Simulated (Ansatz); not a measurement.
SiRu:

```
CELL_PARAMETERS angstrom
4.70860 0.00000 0.00000
0.00000 4.70860 0.00000
0.00000 0.00000 4.70860
ATOMIC_POSITIONS crystal
Ru 0.12941 0.12941 0.12941
Ru 0.37059 0.87059 0.62941
Ru 0.62941 0.37059 0.87059
Ru 0.87059 0.62941 0.37059
Si 0.83758 0.83758 0.83758
Si 0.66242 0.16242 0.33758
Si 0.33758 0.66242 0.16242
Si 0.16242 0.33758 0.66242
```

The cell comes from a database or a generator and needn't be the stable form of this composition.

Base run:

- Program: Ansatz 0.2.0
- Functional: PBE
- Potentials or basis: Ansatz PAW
- Cutoff: 420 eV
- Density cutoff: 1680 eV
- k mesh: 6 × 6 × 6
- Occupations: fermi-dirac, width 0.05 eV
- Spin: no spin polarisation

Its results: band gap on the k mesh 0.27 eV, indirect (least direct gap 0.33 eV); pressure 4.3 GPa; largest force 0.098 eV/Å.

After a change of settings the same cell gave: band gap on the k mesh 0.25 eV, indirect (least direct gap 0.32 eV); pressure -6.9 GPa; largest force 0.089 eV/Å. Which change was it?
A. functional from PBE to r2SCAN; cutoff from 420 eV to 500 eV; density cutoff from 1680 eV to 2000 eV; occupations from fermi-dirac, width 0.05 eV to fixed; potential files from those of the base run to others of the same set
B. functional from PBE to PBEsol; occupations from fermi-dirac, width 0.05 eV to fixed; potential files from those of the base run to others of the same set
C. functional from PBE to LDA; occupations from fermi-dirac, width 0.05 eV to fixed; potential files from those of the base run to others of the same set

C.

Caveats: the PAW data sets come from PBE, with cores solved anew for the run's functional, which leaves a small shift of forces and pressure (some runs).

Not every run made on this cell is shown here.
